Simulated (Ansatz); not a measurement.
# Dielectric response of SrO (110) films, part 2 of 5

Aim: the electronic and static ε of rocksalt SrO (110) from films of several thicknesses in a field.

Ansatz 0.2.0; plane-wave DFT, LDA, Ansatz PAW.

So far. Step 2 (Relaxing the film, 10 atoms, units 5): The gap is 1.68 eV, with the valence edge 3.38 eV and the conduction edge 1.70 eV under the upper vacuum level.

## (3) Single point on the relaxed film, 10 atoms, units 5

The film was relaxed beforehand; a single point on the relaxed positions gives its levels and potential.

input.yaml reads:

```yaml
crystal:
  lattice:
    - [3.64867099, 0.0, 0.0]
    - [0.0, 5.16, 0.0]
    - [0.0, 0.0, 25.2973419818]
  atoms:
    - { symbol: Sr, position: [0.5, 0.5, 0.3641321839] }
    - { symbol: O, position: [0.5, 0.0, 0.367719669] }
    - { symbol: Sr, position: [0.0, 0.0, 0.4278331217] }
    - { symbol: O, position: [0.0, 0.5, 0.4262592966] }
    - { symbol: Sr, position: [0.5, 0.5, 0.5000000001] }
    - { symbol: O, position: [0.5, 0.0, 0.5000000088] }
    - { symbol: Sr, position: [0.0, 0.0, 0.5721668818] }
    - { symbol: O, position: [0.0, 0.5, 0.5737406995] }
    - { symbol: Sr, position: [0.5, 0.5, 0.6358678103] }
    - { symbol: O, position: [0.5, 0.0, 0.6322803283] }
kpoints:
  mp_grid: { grid: [8, 6, 1] }
hamiltonian:
  xc: lda
scf:
  occupations: { method: fixed }
  convergence: { dr2_threshold: 1.0e-09 }
efield:
  axis: 3
  dipole_correction: true
  ramp_position: 0.97
  ramp_width: 0.06
output:
  eigenvalues: true
  write_potential: true
  write_density: true
  volumetric_format: npy
```

Started as:

```
ansatz run input.yaml --threads 4 --pin off --max-ram 8192MiB --backend cpu --events-out ev --progress --plain --runs-dir out
```

Numbers of over 12 decimals in the logs are rounded to 6 here.

The log of the run:

```text
[...]
Crystal: 10 atoms, lattice volume = 476.277 Å³
Basis set: ecut = 420 eV, 9317 PW (Γ)
Bands: 50, of which v1, the nominal top of the filled ones, is band 40 counted from 1 (39 counted from 0)
Symmetry: 4 space group operations
k-points: 20 of 48
[...]
SCF iter   1: F=—  HF=-20010.818317 eV  |F-HF|=—  |Δ(HF+E_count)|=         —  Δρ=8.88e-3  dr2=3.79e-1  ethr=1.77e-3  p=-0.000 e·Å  D=-1.36e-8 V/Å  ΔV_dip=0.00 eV  dr2_dipole=1.18e-9  V_vac-E_F(+/−)=3.35/3.35 eV  ⟨swp⟩=6.6  Hψ=4898  notcnv=0  defer=162
[...]
SCF iter  10: F=-20010.740270 eV  HF=-20010.740270 eV  |F-HF|=4.44e-10  |Δ(HF+E_count)|=   4.78e-9  Δρ=4.38e-7  dr2=7.98e-10  ethr=1.25e-12  p=-0.000 e·Å  D=-3.81e-8 V/Å  ΔV_dip=0.00 eV  dr2_dipole=1.47e-13  V_vac-E_F(+/−)=3.38/3.38 eV  ⟨swp⟩=20.0  Hψ=7051  notcnv=0
SCF 1 converged in 10 iterations: F = -20010.740270 eV  dr2 = 7.98e-10
[...]
SCF converged after 10 iterations
Free energy (F): -20010.740270 eV
[...]
Internal energy: -20010.740270 eV  (E = F + TS)
E sigma→0 (E₀):  -20010.740270 eV
Fermi energy:    0.799486 eV
Dipole field:    D = -0.000000 V/Å  (p = -0.000001 e·Å, saw-weighted, corrected)
Work function:   Φ+ = 3.3819 eV   Φ− = 3.3819 eV
[...]
--- Band table (eV; the first three rows and the last of 20) ---
  k-point 0: bands = [... 36 lower, 0.3596, 0.4598, 0.4850, 0.7995, 2.4787, 2.7147, 3.4267, 4.1616, ... 6 higher]
  k-point 1: bands = [... 36 lower, 0.0283, 0.4297, 0.4823, 0.7691, 2.6476, 2.8371, 3.5120, 4.3240, ... 6 higher]
  k-point 2: bands = [... 36 lower, -0.1965, 0.3714, 0.4331, 0.7112, 2.9792, 3.1206, 3.6898, 4.7351, ... 6 higher]
  k-point 19: bands = [... 36 lower, -0.0260, 0.2718, 0.4025, 0.4363, 4.4281, 4.4350, 5.5214, 5.6805, ... 6 higher]
```

It took 15 s on 4 threads of Arm Neoverse V2, shared host; peak memory 1.1 GiB; 60 s of CPU time.

The column dr2 measures how far the density is from self-consistency, as an energy; F and HF (Harris–Foulkes) agree once it is small.

Numbers from this step:

```
dipole along the normal : -9.79e-7 e·Å
```

Running mean over 1.824 Å of the planar mean; the ramp of the sawtooth is left out. The electron's electrostatic potential energy less the highest filled level by z:

```
z (Å)  electron's electrostatic potential energy less the highest filled level (eV)
    4                                                                          3.38
    5                                                                          3.38
    6                                                                          3.37
    7                                                                          3.24
    8                                                                          1.09
    9                                                                         -5.53
   10                                                                         -7.97
   11                                                                         -6.18
   12                                                                         -6.07
   13                                                                         -6.13
   14                                                                         -6.06
   15                                                                         -7.62
   16                                                                         -6.22
   17                                                                         -1.19
   18                                                                          3.08
   19                                                                          3.35
   20                                                                          3.38
   21                                                                          3.38
   22                                                                          3.38
```

The gap is 1.68 eV, with the valence edge 3.38 eV and the conduction edge 1.70 eV under the upper vacuum level.

## (4) Single point, 10 atoms, units 5, field 0.1 V/Å

A sawtooth potential applies the field, turning back in the middle of the vacuum. With the dipole correction the typed value is the field outside the slab. The induced dipole is small, so the SCF threshold is tight.

Edit input.yaml of step 3 so:

```diff
@@ -22,3 +22,3 @@
   occupations: { method: fixed }
-  convergence: { dr2_threshold: 1.0e-09 }
+  convergence: { dr2_threshold: 1.0e-10 }
 efield:
@@ -28,4 +28,4 @@
   ramp_width: 0.06
+  amplitude: 0.1
 output:
-  eigenvalues: true
   write_potential: true
```

The log of the run:

```text
[...]
Crystal: 10 atoms, lattice volume = 476.277 Å³
Basis set: ecut = 420 eV, 9317 PW (Γ)
Bands: 50, of which v1, the nominal top of the filled ones, is band 40 counted from 1 (39 counted from 0)
Symmetry: 4 space group operations
k-points: 20 of 48
[...]
SCF iter   1: F=—  HF=-20025.335477 eV  |F-HF|=—  |Δ(HF+E_count)|=         —  Δρ=8.31e-2  dr2=4.86e1  ethr=3.10e-3  p=0.107 e·Å  D=4.05e-2 V/Å  ΔV_dip=-1.02 eV  dr2_dipole=1.96e-3  V_vac-E_F(+/−)=13.54/12.26 eV  ⟨swp⟩=8.9  Hψ=5729  notcnv=0  defer=151
[...]
SCF iter  16: F=-20010.744342 eV  HF=-20010.744342 eV  |F-HF|=2.91e-11  |Δ(HF+E_count)|=  1.09e-11  Δρ=6.72e-8  dr2=1.86e-11  ethr=1.00e-12  p=0.081 e·Å  D=3.09e-2 V/Å  ΔV_dip=-0.78 eV  dr2_dipole=1.23e-14  V_vac-E_F(+/−)=4.10/2.57 eV  ⟨swp⟩=3.0  Hψ=2005  notcnv=0
SCF 1 converged in 16 iterations: F = -20010.744342 eV  dr2 = 1.86e-11
[...]
SCF converged after 16 iterations
[...]
Free energy (F): -20010.744342 eV
[...]
Internal energy: -20010.744342 eV  (E = F + TS)
E sigma→0 (E₀):  -20010.744342 eV
Fermi energy:    0.811366 eV
Dipole field:    D = 0.030946 V/Å  (p = 0.081452 e·Å, saw-weighted, corrected)
Work function:   not extracted (applied field tilts the vacuum); planar V_es + V_field profile in the machine report
[...]
--- Band table (eV; the first three rows and the last of 20) ---
  k-point 0: bands = [... 36 lower, 0.4290, 0.4460, 0.4903, 0.8114, 2.3806, 2.7969, 3.4191, 3.8767, ... 6 higher]
  k-point 1: bands = [... 36 lower, 0.0944, 0.4159, 0.4878, 0.7810, 2.5351, 2.9349, 3.5058, 4.0282, ... 6 higher]
  k-point 2: bands = [... 36 lower, -0.2013, 0.3576, 0.4382, 0.7231, 2.8568, 3.2305, 3.6855, 4.4167, ... 6 higher]
  k-point 19: bands = [... 36 lower, -0.0417, 0.2857, 0.3322, 0.5034, 4.3030, 4.5566, 5.4939, 5.5744, ... 6 higher]
```

The job ended after 19 s (4 threads; peak memory 1 GiB).

Numbers from this step:

| Item | Value |
| --- | --- |
| gap on the k-mesh | 1.569 eV |
| dipole along the normal | 0.08145 e·Å |

The dipole is 0.0815 e·Å, and the gap on the mesh 1.569 eV.

## (5) Atoms held, 10 atoms, units 5, field -0.1 V/Å

Edit input.yaml of step 4 so:

```diff
@@ -28,3 +28,3 @@
   ramp_width: 0.06
-  amplitude: 0.1
+  amplitude: -0.1
 output:
```

The log of the run:

```text
[...]
Crystal: 10 atoms, lattice volume = 476.277 Å³
Basis set: ecut = 420 eV, 9317 PW (Γ)
Bands: 50, of which v1, the nominal top of the filled ones, is band 40 counted from 1 (39 counted from 0)
Symmetry: 4 space group operations
k-points: 20 of 48
[...]
k-point 0: bands = [... 36 lower, 0.4290, 0.4461, 0.4903, 0.8114, 2.3806, 2.7969, 3.4191, 3.8767, ... 6 higher]
  k-point 1: bands = [... 36 lower, 0.0944, 0.4159, 0.4878, 0.7810, 2.5351, 2.9349, 3.5058, 4.0282, ... 6 higher]
  k-point 2: bands = [... 36 lower, -0.2013, 0.3576, 0.4382, 0.7231, 2.8568, 3.2305, 3.6855, 4.4167, ... 6 higher]
  k-point 19: bands = [... 36 lower, -0.0417, 0.2857, 0.3322, 0.5034, 4.3030, 4.5566, 5.4939, 5.5744, ... 6 higher]
[key lines of the parts left out:]
SCF converged after 15 iterations
Free energy (F): -20010.744342 eV
Fermi energy:    0.811368 eV
Dipole field:    D = -0.030946 V/Å  (p = -0.081453 e·Å, saw-weighted, corrected)
```

Run time: 19 s. Hardware: 4 threads; peak memory 1 GiB; 73 s of CPU time.

The dipole is -0.0815 e·Å, and the gap on the mesh 1.569 eV.

## (6) Response with the atoms held, 10 atoms, units 5

This step: plane-wave DFT, LDA, Ansatz PAW; response to a field along the normal, atoms held (Ansatz 0.2.0).

The two fields give this film's response with the atoms held: the electronic part.

This step gave:

| Property | Result |
| --- | --- |
| equivalent conductor thickness p/(ε₀AE) | 7.829 Å |
| distance between the outer atoms | 6.874 Å |
| thickness | 9.122 Å |

Local field over the applied field, running mean. From the potentials at -0.1 and 0.1 V/Å; running mean over 1.824 Å, taken twice. Local field over applied field against z:

```
z (Å)  local field over applied field
    5                           0.989
    6                           0.949
    7                           0.808
    8                           0.525
    9                           0.255
   10                           0.179
   11                           0.230
   12                           0.263
   13                           0.264
   14                           0.245
   15                           0.189
   16                           0.211
   17                           0.431
   18                           0.736
   19                           0.922
   20                           0.983
   21                           0.997
```

The induced electron density oscillates, so the rows of the table below give means over windows of 0.5 Å about each position, cut where the curve ends. Its maxima inside the range that stand out by 2 % of the span (Å: e/Å³ per V/Å): 8.29: 0.00288, 9.42: 9.8e-4, 10.26: -2.9e-4, 10.96: -3.6e-4, 12.09: 0.00101, 12.79: 1.7e-4, 13.91: 8.8e-4, 14.62: 7.3e-4, 15.46: 6.9e-4, 16.30: 9.0e-6. Its minima: 8.99: -9.5e-6, 9.84: -6.9e-4, 10.68: -7.3e-4, 11.38: -8.8e-4, 12.51: -1.7e-4, 13.21: -0.00101, 14.34: 3.6e-4, 15.04: 2.9e-4, 15.88: -9.8e-4, 17.01: -0.00288.

Electrons, planar mean, per unit field. The induced electron density by z; means over each step:

```
z (Å)  induced electron density (e/Å³ per V/Å)
  4.5                                   2.2e-5
  5.0                                   5.1e-5
  5.5                                   1.2e-4
  6.0                                   2.6e-4
  6.5                                   5.4e-4
  7.0                                  0.00105
  7.5                                  0.00180
  8.0                                  0.00263
  8.5                                  0.00237
  9.0                                   5.0e-4
  9.5                                   3.6e-4
 10.0                                  -5.2e-4
 10.5                                  -5.3e-4
 11.0                                  -5.4e-4
 11.5                                  -5.0e-4
 12.0                                   7.5e-4
 12.5                                   8.0e-5
 13.0                                  -4.1e-4
 13.5                                  -3.7e-4
 14.0                                   7.0e-4
 14.5                                   5.6e-4
 15.0                                   4.2e-4
 15.5                                   4.5e-4
 16.0                                  -6.1e-4
 16.5                                 -0.00110
 17.0                                 -0.00275
 17.5                                 -0.00232
 18.0                                 -0.00147
 18.5                                  -8.1e-4
 19.0                                  -4.1e-4
 19.5                                  -1.9e-4
 20.0                                  -8.5e-5
 20.5                                  -3.6e-5
 21.0                                  -1.7e-5
```

By hand: between -0.1 and 0.1 V/Å the dipole changes by 0.1629 e·Å, a slope of 0.8145 e·Å²/V. A perfect conductor of thickness t has p = ε₀AEt, so t = 180.95 × 0.8145 / 18.827 = 7.83 Å (e/ε₀ = 180.95 V·Å, A in Å²).

The induced dipole is that of a conductor 7.83 Å thick.

## (7) Field on, atoms free, 10 atoms, field 0.05 V/Å

This step: plane-wave DFT, LDA, Ansatz PAW (Ansatz 0.2.0).

Now the atoms may follow the field. A weak field makes forces of meV/Å to tens of meV/Å, so the force tolerance is set well below the usual one.

Edit input.yaml of step 5 so:

```diff
@@ -28,3 +28,6 @@
   ramp_width: 0.06
-  amplitude: -0.1
+  amplitude: 0.05
+relax:
+  f_tol: 0.0006
+  max_steps: 70
 output:
```

The log of the run:

```text
[...]
Crystal: 10 atoms, lattice volume = 476.277 Å³
Basis set: ecut = 420 eV, 9317 PW (Γ)
Bands: 50, of which v1, the nominal top of the filled ones, is band 40 counted from 1 (39 counted from 0)
Symmetry: 4 space group operations
k-points: 20 of 48
[...]
SCF iter   1: F=—  HF=-20025.332122 eV  |F-HF|=—  |Δ(HF+E_count)|=         —  Δρ=8.31e-2  dr2=4.86e1  ethr=3.10e-3  p=0.053 e·Å  D=2.02e-2 V/Å  ΔV_dip=-0.51 eV  dr2_dipole=4.90e-4  V_vac-E_F(+/−)=13.24/12.60 eV  ⟨swp⟩=9.2  Hψ=5739  notcnv=0  defer=153
[...]
SCF iter  15: F=-20010.741288 eV  HF=-20010.741288 eV  |F-HF|=5.82e-11  |Δ(HF+E_count)|=  1.82e-10  Δρ=1.29e-7  dr2=7.47e-11  ethr=1.00e-12  p=0.041 e·Å  D=1.55e-2 V/Å  ΔV_dip=-0.39 eV  dr2_dipole=2.78e-13  V_vac-E_F(+/−)=3.74/2.98 eV  ⟨swp⟩=8.8  Hψ=6254  notcnv=0
SCF 1 converged in 15 iterations: F = -20010.741288 eV  dr2 = 7.47e-11
[...]
relax step   1: F+E_penalty+E_count = -20010.74128793 eV  Δ(F+E_penalty+E_count) = +0.000e0 eV  max|allowed force component| = 3.239e-2 eV/Å  Δτ_max = 0.0000 Å  (15 SCF iters, accepted)
[...]
SCF iter  10: F=-20010.739585 eV  HF=-20010.739585 eV  |F-HF|=7.28e-12  |Δ(HF+E_count)|=  8.37e-11  Δρ=1.93e-7  dr2=9.23e-11  ethr=1.00e-12  p=0.074 e·Å  D=2.82e-2 V/Å  ΔV_dip=-0.71 eV  dr2_dipole=7.43e-15  V_vac-E_F(+/−)=3.58/3.14 eV  ⟨swp⟩=7.0  Hψ=6446  notcnv=0
SCF 2 converged in 10 iterations: F = -20010.739585 eV  dr2 = 9.23e-11
[...]
relax step   2: F+E_penalty+E_count = -20010.73958491 eV  Δ(F+E_penalty+E_count) = +1.703e-3 eV  max|allowed force component| = 9.253e-2 eV/Å  Δτ_max = 0.0149 Å  (10 SCF iters, rejected (line search))
SCF iter   1: F=—  HF=-20010.742685 eV  |F-HF|=—  |Δ(HF+E_count)|=         —  Δρ=4.99e-4  dr2=2.70e-3  ethr=4.08e-5  p=0.074 e·Å  D=2.82e-2 V/Å  ΔV_dip=-0.71 eV  dr2_dipole=1.01e-3  V_vac-E_F(+/−)=3.58/3.14 eV  ⟨swp⟩=5.8  Hψ=2342  notcnv=0  defer=160
[...]
SCF iter  10: F=-20010.741532 eV  HF=-20010.741532 eV  |F-HF|=4.00e-11  |Δ(HF+E_count)|=  3.64e-11  Δρ=1.39e-7  dr2=4.45e-11  ethr=1.00e-12  p=0.050 e·Å  D=1.91e-2 V/Å  ΔV_dip=-0.48 eV  dr2_dipole=4.15e-13  V_vac-E_F(+/−)=3.70/3.03 eV  ⟨swp⟩=7.0  Hψ=6004  notcnv=0
SCF 3 converged in 10 iterations: F = -20010.741532 eV  dr2 = 4.45e-11
relax step   3: F+E_penalty+E_count = -20010.74153236 eV  Δ(F+E_penalty+E_count) = -2.444e-4 eV  max|allowed force component| = 4.877e-3 eV/Å  Δτ_max = 0.0034 Å  (10 SCF iters, accepted)
[...]
relax step   4: F+E_penalty+E_count = -20010.74153221 eV  Δ(F+E_penalty+E_count) = +1.577e-7 eV  max|allowed force component| = 3.756e-3 eV/Å  Δτ_max = 0.0009 Å  (7 SCF iters, rejected (line search))
[...]
relax step   5: F+E_penalty+E_count = -20010.74153480 eV  Δ(F+E_penalty+E_count) = -2.440e-6 eV  max|allowed force component| = 1.131e-3 eV/Å  Δτ_max = 0.0004 Å  (7 SCF iters, accepted)
[...]
relax step   6: F+E_penalty+E_count = -20010.74153508 eV  Δ(F+E_penalty+E_count) = -2.703e-7 eV  max|allowed force component| = 6.573e-4 eV/Å  Δτ_max = 0.0001 Å  (6 SCF iters, accepted)
[...]
relax step   7: F+E_penalty+E_count = -20010.74153362 eV  Δ(F+E_penalty+E_count) = +1.459e-6 eV  max|allowed force component| = 2.718e-3 eV/Å  Δτ_max = 0.0003 Å  (7 SCF iters, rejected (line search))
SCF iter   1: F=—  HF=-20010.741764 eV  |F-HF|=—  |Δ(HF+E_count)|=         —  Δρ=1.02e-5  dr2=2.70e-6  ethr=4.11e-8  p=0.050 e·Å  D=1.89e-2 V/Å  ΔV_dip=-0.48 eV  dr2_dipole=1.43e-6  V_vac-E_F(+/−)=3.70/3.03 eV  ⟨swp⟩=2.0  Hψ=1620  notcnv=0  defer=83
[...]
SCF iter   7: F=-20010.741535 eV  HF=-20010.741535 eV  |F-HF|=1.09e-11  |Δ(HF+E_count)|=  1.82e-11  Δρ=6.03e-8  dr2=1.39e-11  ethr=1.00e-12  p=0.051 e·Å  D=1.92e-2 V/Å  ΔV_dip=-0.49 eV  dr2_dipole=3.11e-14  V_vac-E_F(+/−)=3.70/3.03 eV  ⟨swp⟩=7.2  Hψ=5312  notcnv=0
SCF 8 converged in 7 iterations: F = -20010.741535 eV  dr2 = 1.39e-11
relax step   8: F+E_penalty+E_count = -20010.74153516 eV  Δ(F+E_penalty+E_count) = -8.695e-8 eV  max|allowed force component| = 6.976e-5 eV/Å  Δτ_max = 0.0001 Å  (7 SCF iters, accepted)
NSCF: frozen V_eff on 20 k-points
the search or the solves at the SCF's close may have found levels that the self-consistency loop had missed (the run counts none). By its estimate they hold under 1e-12 electrons; where the run keeps them, the occupations were computed again with them
[...]
SCF converged after 7 iterations
[...]
Free energy (F): -20010.741535 eV
[...]
Internal energy: -20010.741535 eV  (E = F + TS)
E sigma→0 (E₀):  -20010.741535 eV
Fermi energy:    0.799620 eV
Dipole field:    D = 0.019212 V/Å  (p = 0.050567 e·Å, saw-weighted, corrected)
Work function:   not extracted (applied field tilts the vacuum); planar V_es + V_field profile in the machine report
[...]
--- Forces (eV/Å), atoms counted from 1 ---
  atom   1  Sr     0.00000000    -0.00000000    -0.00002267
  atom   2  O      0.00000000     0.00000000     0.00002829
  atom   3  Sr     0.00000000    -0.00000000    -0.00005214
  atom   4  O      0.00000000     0.00000000     0.00000250
  atom   5  Sr     0.00000000     0.00000000     0.00005234
  atom   6  O      0.00000000    -0.00000000    -0.00008120
  atom   7  Sr     0.00000000    -0.00000000    -0.00004358
  atom   8  O      0.00000000     0.00000000     0.00004499
  atom   9  Sr     0.00000000    -0.00000000    -0.00006749
  atom  10  O      0.00000000     0.00000000     0.00002453
  max |Σ_I F_I| component: 1.14e-4 eV/Å
--- Band table (eV; the first three rows and the last of 20) ---
  k-point 0: bands = [... 36 lower, 0.3626, 0.4596, 0.4851, 0.7996, 2.4693, 2.7213, 3.4266, 4.0917, ... 6 higher]
  k-point 1: bands = [... 36 lower, 0.0318, 0.4294, 0.4824, 0.7692, 2.6359, 2.8461, 3.5121, 4.2494, ... 6 higher]
  k-point 2: bands = [... 36 lower, -0.1966, 0.3711, 0.4333, 0.7114, 2.9656, 3.1318, 3.6901, 4.6325, ... 6 higher]
  k-point 19: bands = [... 36 lower, -0.0263, 0.2723, 0.3980, 0.4408, 4.4054, 4.4573, 5.5211, 5.6692, ... 6 higher]
--- Relaxed structure (8 steps of the walk, 5 accepted, 0 SCFs on fresh bases) ---
  F+E_penalty+E_count = -20010.74153516 eV   max|allowed force component| = 6.976e-5 eV/Å
  atoms:
    - { symbol: Sr, position: [0.5, 0.500000, 0.364249] }
    - { symbol: O, position: [0.5, 0, 0.367612] }
    - { symbol: Sr, position: [0.0, 0, 0.427840] }
    - { symbol: O, position: [0.0, 0.500000, 0.426294] }
    - { symbol: Sr, position: [0.5, 0.500000, 0.500112] }
    - { symbol: O, position: [0.5, 0, 0.499871] }
    - { symbol: Sr, position: [0.0, 0, 0.572155] }
    - { symbol: O, position: [0.0, 0.500000, 0.573756] }
    - { symbol: Sr, position: [0.5, 0.500000, 0.635966] }
    - { symbol: O, position: [0.5, 0, 0.632145] }
```

The job ended after 69 s (4 threads; peak memory 0.92 GiB).

Hardly anything moved in the relaxation; the energy changed by under 0.2 meV an atom.

Numbers from this step:

```yaml
gap_on_the_k_mesh: 1.670 eV
dipole_along_the_normal: 0.05057 e·Å
```

The relaxation took 8 steps and lowered the energy by 2.5e-4 eV; the largest force on the free atoms ends at 7.0e-5 eV/Å.

The dipole is 0.0506 e·Å, and the gap on the mesh 1.670 eV.

(Part 2 of 5 ends here.)

[Logs are printed without paths, hosts, clocks, repeated set-up lines and the standing remarks that a program may print on its own settings, such as how far it seeks lower states.]

[Hosts, paths, dates, database ids (printed as entryN), source tags and the programs' standing remarks are cut or masked in the printed files.]

[Maps of the electrostatic potential energy from Ansatz leave out the sawtooth potential of an applied field or a dipole correction, so their vacuum need not be flat; planar profiles and work functions include it.]
